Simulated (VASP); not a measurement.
Input of a VASP 6.6.1 run:

Contents of INCAR:

```
SYSTEM = ZnO
  PREC = Accurate
  ENCUT = 520
  EDIFF = 1E-6
  ISMEAR = 0
  SIGMA = 0.02
  LREAL = .False.
  LASPH = .True.
  NELM = 100
  ALGO = Fast
  ISIF = 2
  LWAVE = .False.
  LCHARG = .True.
  GGA = PE
  LELF = .True.
  LVHAR = .True.
  NBANDS = 26
```

Contents of KPOINTS:

```
Automatic mesh
0
Gamma
  9 9 6
  0 0 0
```

Contents of POSCAR:

```
ZnO
1.0
    3.2794860218      0.0000000000      0.0000000000
   -1.6397430109      2.8401182063      0.0000000000
    0.0000000000      0.0000000000      5.2932739833
Zn O
2 2
Direct
    0.3333333333      0.6666666667      0.4999685891
    0.6666666667      0.3333333333     -0.0000314109
    0.6666666667      0.3333333333      0.3790414109
    0.3333333333      0.6666666667      0.8790414109
```

Potentials or basis: VASP PAW PBE potentials, release 64 (Zn, O).

Command:

```sh
$ cat potpaw_PBE.64/Zn/POTCAR potpaw_PBE.64/O/POTCAR > POTCAR
$ mpirun -np 1 vasp_std > vasp.out
```

Question: Estimate the pressure.

Answer: 0.9 GPa.

Question: What does it give for the band gap on the k mesh?

Answer: 0.73 eV, direct.

**The experiment to reproduce.**

“Electronic structure of alkaline earth and post-transition metal oxides”, 2009, arxiv:0908.1581 quotes, for a bulk crystal of ZnO: band gap 3.37 eV.

Measured gap of ZnO: 3.37 eV (quoted in “Electronic structure of alkaline earth and post-transition metal oxides”, 2009, arxiv:0908.1581). This calculation gives 0.73 eV (-2.64 eV). So large a miss can be the level of theory's own, or it may mean another phase, state or a wrong row. The value is that of PBE, without temperature or zero-point motion. Semilocal functionals fall short of measured gaps as a rule.
